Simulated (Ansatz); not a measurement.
**Ionic part of the dielectric constant of SiC at 3 GPa, mode by mode**

Level of theory: DFT PBE, scalar-relativistic, plane waves, PAW (Ansatz 0.2.0). Settings: 420 eV plane-wave cutoff, Γ-centred 12×12×12 mesh, fixed occupations. No spin polarisation. Phonons by linear response, acoustic sum rule imposed.

It takes space group F-43m (No. 216, cubic). The conventional cell has a = 4.360 Å, b = 4.360 Å, c = 4.360 Å, α = 90.00°, β = 90.00°, γ = 90.00°. Si (site symmetry -43m) has 4 C at 1.89 Å as nearest neighbours. C (site symmetry -43m) has 4 Si at 1.89 Å as nearest neighbours.

The primitive cell has V = 20.72 Å³ and ε∞,zz = 6.964. Each polar mode adds Δε = (4.92064×10⁷/V)·S/ν² along z, with S its oscillator strength in e²/amu, ν in cm⁻¹ and V in Å³.

Question: From these modes, find each Δε and ε0,zz.
```json
{"ν (cm⁻¹)": "786.9", "S_zz (e²/amu)": "0.8743"}
```

Answer:
```csv
ν (cm⁻¹),Δε
786.9,3.35
```

The sum is 3.353, so ε0,zz = 10.32; the run's tensor has 10.32.

Question: Where do the longitudinal modes lie for a wave vector along z?

Answer: At 958 cm⁻¹. The Lyddane–Sachs–Teller product Π(ν_LO/ν_TO)² = 1.48 matches ε0/ε∞ = 1.48.

Cost: 1 run of about 0.39 core-minutes, on Intel Xeon Platinum 8488C (Sapphire Rapids) (shared hosts).

The lattice adds 3.35 to an electronic part of 6.964, so the static response of SiC remains mainly electronic. The zone-centre optical vibration moves the Si and C sublattices against each other. Carbon's higher electronegativity makes the bond polar, and this motion therefore carries a sizeable dipole. The stiff, largely covalent bonds nevertheless resist this displacement, which keeps the ionic part moderate. The light carbon atom also helps keep the frequency high, but it raises the oscillator strength in the same proportion as the squared frequency, so the masses cancel from the static contribution. The rise from 786.9 to 958 cm⁻¹ for the longitudinal mode comes from the macroscopic field that accompanies it, screened by the electrons.

The electronic constant lies somewhat above the accepted value for cubic SiC, probably because PBE underestimates the gaps that enter the electronic polarisability. The transverse frequency is slightly low, which suggests the usual PBE softening of the bonds. With a single polar branch, the Lyddane–Sachs–Teller agreement confirms internal consistency, not accuracy against experiment. One pressure alone doesn't show how compression changes the balance between bond stiffness and effective charge.
